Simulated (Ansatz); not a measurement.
Sb:

```
Sb
1.0
     2.21018    1.27605    3.85565
    -2.21018    1.27605    3.85565
     0.00000   -2.55209    3.85565
Sb
2
Direct
  0.76651 0.76651 0.76651
  0.23349 0.23349 0.23349
```

The cell isn't the ideal one: volume scaled by 1.08.

| Property | Result |
| --- | --- |
| Program | Ansatz 0.2.0 |
| Task | relaxation of cell and atoms |
| Functional | PBE-LYP |
| Potentials or basis | all-electron LAPW, scalar-relativistic |
| Basis error allowed | 0.001 eV/atom |
| k mesh | 8 × 8 × 8 |
| Occupations | fermi-dirac, width 0.025 eV |
| Spin | collinear spin, ferromagnetic start |
| Starting moments | [0.5, 0.5] μB |

At the start: volume 32.62 Å³/atom.

Problem. Where does the relaxation end?

Solution. Over 20 steps the energy falls by 62.7 meV/atom and the volume is 52.17 Å³/atom (+59.9 %); space group R-3m (No. 166, to 0.05 Å); moment 0.00 μB per cell.

The path:
```tsv
step	energy change (eV)	largest force (eV/Å)	volume (Å³)
1	0.0000	0.2181	65.24
2	-0.0543	0.0548	70.91
3	-0.0706	0.0367	71.86
4	-0.0867	0.0761	73.75
5	-0.0885	0.2641	75.25
6	-0.0965	0.0372	76.62
7	-0.1000	0.0422	78.57
8	-0.1032	0.0104	80.95
9	-0.1057	0.0318	83.01
10	-0.1092	0.0574	85.31
11	-0.1131	0.0592	87.52
12	-0.1171	0.0012	90.45
13	-0.1203	0.0146	92.61
14	-0.1226	0.0076	95.47
15	-0.1242	0.0053	98.09
16	-0.1249	0.0365	101.03
17	-0.1252	0.0006	102.43
18	-0.1253	0.0046	103.78
19	-0.1253	0.0004	104.33
20	-0.1254	0.0004	104.33
```

Final structure:
```yaml
crystal:
  lattice:
    - [2.13013, 1.22983, 6.63773]
    - [-2.13013, 1.22983, 6.63773]
    - [0.00000, -2.45966, 6.63773]
  atoms:
    - { symbol: Sb, position: [0.79276, 0.79276, 0.79276] }
    - { symbol: Sb, position: [0.20724, 0.20724, 0.20724] }
```

Caveat: the starting moments weren't kept.
